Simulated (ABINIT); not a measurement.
# AlN (F-43m) in ABINIT: notebook

Aim: see how the results for AlN move with the level of theory and the settings. Levels: LDA-Teter, PBEsol, BP86+D3, LDA. Tasks: band structure, equation of state.

Program: ABINIT 10.8.3 (patched build). These are calculated values, not measurements. Logs are shortened: lines on timing, memory, paths and dates and some standing lists are left out, and cuts for length are marked. The log counts tension as positive stress, the text compression.

## Step 1: Starting point

The structure is cubic, space group F-43m (No. 216). Conventional cell: a = 4.368 Å, b = 4.368 Å, c = 4.368 Å, α = 90.00°, β = 90.00°, γ = 90.00°. Al (site symmetry -43m) is surrounded by 4 N at 1.89 Å. N (site symmetry -43m) has 4 Al at 1.89 Å as nearest neighbours.

Measurements of this composition are mostly on another form, of space group No. 186.

## Step 2: Band structure, LDA-Teter

Contents of run.abi:

```
ndtset 2

pp_dirpath "./"
pseudos "Al.upf, N.upf"

acell 3.0886333121 3.0886333121 3.0886333121 Angstrom
rprim
     0.0000000000     0.7071067812     0.7071067812
     0.7071067812     0.0000000000     0.7071067812
     0.7071067812     0.7071067812     0.0000000000
ntypat 2
znucl 13 7
natom 2
typat 1 2
xred
     0.0000000000     0.0000000000     0.0000000000
     0.2500000000     0.2500000000     0.2500000000

ecut 42.0

ixc 1

occopt 3
tsmear 0.00183747

nstep 100

iomode 3
prtwf 0
prteig 0
prtebands 0
enunit 1
prtden1 1
prtvha1 1
prtvclmb1 1
prtpot1 1
prtelf1 1

kptopt1 1
ngkpt1 10 10 10
nshiftk1 1
shiftk1 0.0 0.0 0.0
nband1 8
tolvrs1 1.0e-10

iscf2 -2
getden2 1
nband2 12
nbdbuf2 2
tolwfr2 1.0e-12
kptopt2 -9
ndivsm2 5
prteig2 1
kptbounds2
     0.0000000000     0.0000000000     0.0000000000
     0.5000000000     0.0000000000     0.5000000000
     0.5000000000     0.2500000000     0.7500000000
     0.3750000000     0.3750000000     0.7500000000
     0.0000000000     0.0000000000     0.0000000000
     0.5000000000     0.5000000000     0.5000000000
     0.6250000000     0.2500000000     0.6250000000
     0.5000000000     0.2500000000     0.7500000000
     0.5000000000     0.5000000000     0.5000000000
     0.3750000000     0.3750000000     0.7500000000
```

Potentials or basis: PseudoDojo NC SR LDA v0.4.1 standard.

On the command line:

```
> abinit run.abi > log 2>&1
```

run.abo:

```text
.Version 10.8.3 of ABINIT
 DATASET    1 : space group F-4 3 m (#216); Bravais cF (face-center cubic)
================================================================================
 Values of the parameters that define the memory need for DATASET  1.
     intxc =       0    ionmov =       0      iscf =       7    lmnmax =       6
     lnmax =       6     mgfft =      36  mpssoang =       3    mqgrid =    3001
     natom =       2  nloc_mem =       1    nspden =       1   nspinor =       1
    nsppol =       1      nsym =      24    n1xccc =    2501    ntypat =       2
    occopt =       3   xclevel =       1
       mpw =        1849          nfft =       46656          nkpt =          47
================================================================================
================================================================================

 DATASET    2 : space group F-4 3 m (#216); Bravais cF (face-center cubic)
================================================================================
 Values of the parameters that define the memory need for DATASET  2.
     intxc =       0    ionmov =       0      iscf =      -2    lmnmax =       6
     lnmax =       6     mgfft =      36  mpssoang =       3    mqgrid =    3001
     natom =       2  nloc_mem =       1    nspden =       1   nspinor =       1
    nsppol =       1      nsym =      24    n1xccc =    2501    ntypat =       2
    occopt =       3   xclevel =       1
       mpw =        1853          nfft =       46656          nkpt =          87
================================================================================
================================================================================

--------------------------------------------------------------------------------
------------- Echo of variables that govern the present computation ------------
--------------------------------------------------------------------------------
 -outvars: echo values of preprocessed input variables --------
            acell      5.8366710632E+00  5.8366710632E+00  5.8366710632E+00 Bohr
              amu      2.69815390E+01  1.40067400E+01
             ecut      4.20000000E+01 Hartree
           enunit           1
           getden1          0
           getden2          1
             iscf1          7
             iscf2         -2
                       outvar_i_n : Printing only first  50 k-points.
           jdtset        1    2
                       outvar_i_n : Printing only first  50 k-points.
           kptopt1          1
           kptopt2         -9
         kptrlatt       10    0    0      0   10    0      0    0   10
          kptrlen1     5.83667106E+01
          kptrlen2     3.00000000E+01
            natom           2
            nband1          8
            nband2         12
           nbdbuf1          0
           nbdbuf2          2
           ndtset           2
           ndivsm1          0
           ndivsm2          5
            ngfft          36      36      36
             nkpt1         47
             nkpt2         87
            nstep         100
             nsym          24
           ntypat           2
           occopt           3
        prtebands           0
           prteig1          0
           prteig2          1
           prtelf1          1
           prtelf2          0
           prtpot1          1
           prtpot2          0
         prtvclmb1          1
         prtvclmb2          0
           prtvha1          1
           prtvha2          0
            prtwf           0
            rprim      0.0000000000E+00  7.0710678120E-01  7.0710678120E-01
                       7.0710678120E-01  0.0000000000E+00  7.0710678120E-01
                       7.0710678120E-01  7.0710678120E-01  0.0000000000E+00
           shiftk1     0.00000000E+00  0.00000000E+00  0.00000000E+00
           shiftk2     5.00000000E-01  5.00000000E-01  5.00000000E-01
          spgroup         216
           tolvrs1     1.00000000E-10
           tolvrs2     0.00000000E+00
           tolwfr1     0.00000000E+00
           tolwfr2     1.00000000E-12
           tsmear      1.83747000E-03 Hartree
            typat      1  2
                       outvars : Printing only first  50 k-points.
           xangst      0.0000000000E+00  0.0000000000E+00  0.0000000000E+00
                       1.0919967798E+00  1.0919967798E+00  1.0919967798E+00
            xcart      0.0000000000E+00  0.0000000000E+00  0.0000000000E+00
                       2.0635748442E+00  2.0635748442E+00  2.0635748442E+00
             xred      0.0000000000E+00  0.0000000000E+00  0.0000000000E+00
                       2.5000000000E-01  2.5000000000E-01  2.5000000000E-01
[... 184 lines left out ...]
dimensions: {natom: 2, nkpt: 87, mband: 12, nsppol: 1, nspinor: 1, nspden: 1, mpw: 1853, }
cutoff_energies: {ecut:  42.0, pawecutdg:  -1.0, }
electrons: {nelect:   8.00000000E+00, charge:   0.00000000E+00, occopt:   3.00000000E+00, tsmear:   1.83747000E-03, }
meta: {optdriver: 0, ionmov: 0, optcell: 0, iscf: -2, paral_kgb: 0, }
...

 mkfilename : getden/=0, take file _DEN from output of DATASET   1.

 Exchange-correlation functional for the present dataset will be:
  LDA: new Teter (4/93) with spin-polarized option - ixc=1
  S. Goedecker, M. Teter, J. Huetter, PRB 54, 1703 (1996)

 Real(R)+Recip(G) space primitive vectors, cartesian coordinates (Bohr,Bohr^-1):
 R(1)=  0.0000000  4.1271497  4.1271497  G(1)= -0.1211490  0.1211490  0.1211490
 R(2)=  4.1271497  0.0000000  4.1271497  G(2)=  0.1211490 -0.1211490  0.1211490
 R(3)=  4.1271497  4.1271497  0.0000000  G(3)=  0.1211490  0.1211490 -0.1211490
 Unit cell volume ucvol=  1.4059849E+02 bohr^3
 Angles (23,13,12)=  6.00000000E+01  6.00000000E+01  6.00000000E+01 degrees

 getcut: wavevector=  0.0000  0.0000  0.0000  ngfft=  36  36  36
         ecut(hartree)=     42.000   => boxcut(ratio)=   2.11421
--------------------------------------------------------------------------------

================================================================================
 Non-SCF case, kpt    1 (  0.00000  0.00000  0.00000), residuals and eigenvalues=
  2.07E-13  5.88E-13  4.58E-13  6.31E-13  9.20E-13  4.09E-13  5.75E-13  8.93E-13
  8.94E-13  9.34E-13  4.91E-13  9.09E-13
 -3.4151E-01  2.0281E-01  2.0281E-01  2.0281E-01  3.5868E-01  6.5696E-01
  6.5696E-01  6.5696E-01  8.4978E-01  8.4978E-01  8.9855E-01  8.9855E-01
 Non-SCF case, kpt    2 (  0.03571  0.00000  0.03571), residuals and eigenvalues=
  8.95E-13  4.64E-13  6.25E-13  3.38E-13  9.43E-14  8.69E-13  5.47E-13  4.64E-13
  9.50E-13  5.84E-13  3.13E-13  1.21E-07
 -3.4057E-01  1.9841E-01  2.0178E-01  2.0178E-01  3.6345E-01  6.5370E-01
  6.5832E-01  6.5832E-01  8.2118E-01  8.5119E-01  9.0148E-01  9.0149E-01
 Non-SCF case, kpt    3 (  0.07143  0.00000  0.07143), residuals and eigenvalues=
  1.79E-13  3.08E-13  2.76E-13  1.89E-13  3.06E-13  2.28E-13  3.77E-13  5.67E-13
  8.23E-13  8.11E-13  1.70E-13  2.27E-08
 -3.3775E-01  1.8674E-01  1.9878E-01  1.9878E-01  3.7602E-01  6.4458E-01
[... 407 lines left out ...]
  6.47E-13  1.68E-13  2.27E-13  3.53E-13  8.16E-13  6.66E-13  3.86E-13  8.81E-13
  8.99E-13  4.09E-13  1.06E-07  3.95E-06
 -2.4456E-01  3.1628E-02  8.2574E-02  1.5950E-01  4.1660E-01  5.6905E-01
  6.5849E-01  6.9168E-01  7.7704E-01  9.0190E-01  1.0743E+00  1.1097E+00
 Non-SCF case, kpt   86 (  0.38889  0.38889  0.72222), residuals and eigenvalues=
  5.51E-13  3.64E-13  1.81E-13  1.94E-13  7.71E-13  3.18E-13  7.63E-13  2.31E-13
  2.96E-13  5.04E-13  5.53E-08  2.73E-06
 -2.4159E-01  4.2432E-02  6.8852E-02  1.5526E-01  4.0187E-01  5.7160E-01
  6.6744E-01  7.0584E-01  7.6296E-01  9.1143E-01  1.0953E+00  1.1315E+00
 Non-SCF case, kpt   87 (  0.37500  0.37500  0.75000), residuals and eigenvalues=
  7.99E-13  8.50E-13  2.98E-13  3.28E-13  3.45E-13  7.39E-14  8.85E-13  5.71E-13
  8.31E-13  9.93E-13  1.06E-06  5.70E-05
 -2.3991E-01  4.4714E-02  6.7764E-02  1.5176E-01  3.8993E-01  5.6859E-01
  6.7538E-01  7.1671E-01  7.5480E-01  9.2716E-01  1.0969E+00  1.1590E+00

--- !ResultsGS
iteration_state: {dtset: 2, }
comment   : Summary of ground state results
lattice_vectors:
- [  0.0000000,   4.1271497,   4.1271497, ]
- [  4.1271497,   0.0000000,   4.1271497, ]
- [  4.1271497,   4.1271497,   0.0000000, ]
lattice_lengths: [   5.83667,    5.83667,    5.83667, ]
lattice_angles: [ 60.000,  60.000,  60.000, ] # degrees, (23, 13, 12)
lattice_volume:   1.4059849E+02
convergence: {deltae:  0.000E+00, res2:  0.000E+00, residm:  9.997E-13, diffor:  0.000E+00, }
etotal    :  -1.28389604E+01
entropy   :   0.00000000E+00
fermie    :   2.53086693E-01
cartesian_stress_tensor: null
pressure_GPa: null
xred      :
- [  0.0000E+00,   0.0000E+00,   0.0000E+00, Al]
- [  2.5000E-01,   2.5000E-01,   2.5000E-01,  N]
cartesian_forces: null
force_length_stats: {min: null, max: null, mean: null, }
...

 Integrated electronic density in atomic spheres:
 ------------------------------------------------
 Atom  Sphere_radius  Integrated_density
    1        2.00000          1.12078946
    2        2.00000          5.34499610
================================================================================

 ----iterations are completed or convergence reached----

 Mean square residual over all n,k,spin=   48.806E-14; max=  99.968E-14
 reduced coordinates (array xred) for    2 atoms
       0.000000000000      0.000000000000      0.000000000000
       0.250000000000      0.250000000000      0.250000000000

 cartesian coordinates (angstrom) at end:
    1      0.00000000000000     0.00000000000000     0.00000000000000
    2      1.09199677981306     1.09199677981306     1.09199677981306
 length scales=  5.836671063224  5.836671063224  5.836671063224 bohr
              =  3.088633312100  3.088633312100  3.088633312100 angstroms
 Eigenvalues (   eV  ) for nkpt=  87  k points:
 kpt#   1, nband= 12, wtk=  1.00000, kpt=  0.0000  0.0000  0.0000 (reduced coord)
  -9.29293    5.51864    5.51864    5.51864    9.76013   17.87691   17.87691   17.87691
  23.12376   23.12376   24.45091   24.45091
 kpt#   2, nband= 12, wtk=  1.00000, kpt=  0.0357  0.0000  0.0357 (reduced coord)
  -9.26726    5.39911    5.49058    5.49058    9.88985   17.78796   17.91384   17.91384
  22.34540   23.16208   24.53065   24.53067
 kpt#   3, nband= 12, wtk=  1.00000, kpt=  0.0714  0.0000  0.0714 (reduced coord)
  -9.19073    5.08143    5.40895    5.40895   10.23195   17.53989   18.02207   18.02207
  21.09732   23.27694   24.76884   24.76884
 kpt#   4, nband= 12, wtk=  1.00000, kpt=  0.1071  0.0000  0.1071 (reduced coord)
  -9.06477    4.64452    5.28089    5.28089   10.68696   17.17871   18.19468   18.19468
  19.84405   23.46811   25.16225   25.16227
 kpt#   5, nband= 12, wtk=  1.00000, kpt=  0.1429  0.0000  0.1429 (reduced coord)
  -8.89190    4.15155    5.11680    5.11680   11.14921   16.76033   18.42188   18.42188
  18.70049   23.73524   25.70483   25.70484
 kpt#   6, nband= 12, wtk=  1.00000, kpt=  0.1786  0.0000  0.1786 (reduced coord)
  -8.67587    3.64093    4.92862    4.92862   11.50430   16.34311   17.75464   18.69275
[... 230 lines left out ...]
  -6.86197    0.27606    3.25055    4.60451   12.33599   14.79323   17.65033   17.90499
  22.21042   24.49439   26.96098   29.86756
 kpt#  84, nband= 12, wtk=  1.00000, kpt=  0.4167  0.4167  0.6667 (reduced coord)
  -6.75542    0.55305    2.72818    4.46942   11.80696   15.21731   17.74903   18.37368
  21.64127   24.44888   28.11567   30.00848
 kpt#  85, nband= 12, wtk=  1.00000, kpt=  0.4028  0.4028  0.6944 (reduced coord)
  -6.65483    0.86065    2.24695    4.34031   11.33636   15.48456   17.91844   18.82151
  21.14441   24.54201   29.23196   30.19773
 kpt#  86, nband= 12, wtk=  1.00000, kpt=  0.3889  0.3889  0.7222 (reduced coord)
  -6.57403    1.15463    1.87355    4.22496   10.93551   15.55390   18.16209   19.20675
  20.76126   24.80133   29.80342   30.79046
 kpt#  87, nband= 12, wtk=  1.00000, kpt=  0.3750  0.3750  0.7500 (reduced coord)
  -6.52832    1.21673    1.84396    4.12954   10.61047   15.47210   18.37795   19.50261
  20.53902   25.22938   29.84717   31.53861

== END DATASET(S) ==============================================================
================================================================================

 -outvars: echo values of variables after computation  --------
            acell      5.8366710632E+00  5.8366710632E+00  5.8366710632E+00 Bohr
           etotal1    -1.2838960388E+01
            fcart1    -0.0000000000E+00 -0.0000000000E+00 -0.0000000000E+00
                      -0.0000000000E+00 -0.0000000000E+00 -0.0000000000E+00
            rprim      0.0000000000E+00  7.0710678120E-01  7.0710678120E-01
                       7.0710678120E-01  0.0000000000E+00  7.0710678120E-01
                       7.0710678120E-01  7.0710678120E-01  0.0000000000E+00
           strten1     1.5984078978E-04  1.5984078978E-04  1.5984078978E-04
                       0.0000000000E+00  0.0000000000E+00  0.0000000000E+00
           xangst      0.0000000000E+00  0.0000000000E+00  0.0000000000E+00
                       1.0919967798E+00  1.0919967798E+00  1.0919967798E+00
             xred      0.0000000000E+00  0.0000000000E+00  0.0000000000E+00
                       2.5000000000E-01  2.5000000000E-01  2.5000000000E-01
 Calculation completed.
```

It took 43 s on 1 thread of Arm Neoverse V2, shared host; peak memory 0.1 GiB.

What came out:

- Free energy: -349.3659 eV
- Pressure: -4.7 GPa
- Band gap on the k mesh: 3.26 eV, indirect (least direct gap 4.24 eV)
- Band gap along the path: 3.26 eV, indirect (least direct gap 4.24 eV)
- Valence electrons inside the program's atomic spheres: Al 1.12; N 5.34

Levels at the corners of the path, in eV from the valence-band top:
| point | band 1 | band 2 | band 3 | band 4 | band 5 | band 6 | band 7 | band 8 |
| --- | --- | --- | --- | --- | --- | --- | --- | --- |
| Γ | -14.81 | 0.00 | 0.00 | 0.00 | 4.24 | 12.36 | 12.36 | 12.36 |
| X | -12.03 | -4.95 | -1.80 | -1.80 | 3.26 | 8.44 | 13.72 | 15.47 |
| W | -11.97 | -3.83 | -3.48 | -2.73 | 5.98 | 11.28 | 11.84 | 11.95 |
| K | -12.05 | -4.30 | -3.67 | -1.39 | 5.09 | 9.95 | 12.86 | 13.98 |
| Γ | -14.81 | 0.00 | 0.00 | 0.00 | 4.24 | 12.36 | 12.36 | 12.36 |
| L | -12.69 | -5.91 | -0.49 | -0.49 | 7.28 | 9.76 | 11.01 | 11.01 |
| U | -12.05 | -4.30 | -3.67 | -1.39 | 5.09 | 9.95 | 12.86 | 13.98 |
| W | -11.97 | -3.83 | -3.48 | -2.73 | 5.98 | 11.28 | 11.84 | 11.95 |
| L | -12.69 | -5.91 | -0.49 | -0.49 | 7.28 | 9.76 | 11.01 | 11.01 |
| K | -12.05 | -4.30 | -3.67 | -1.39 | 5.09 | 9.95 | 12.86 | 13.98 |

(Part 1 of 2 ends here.)
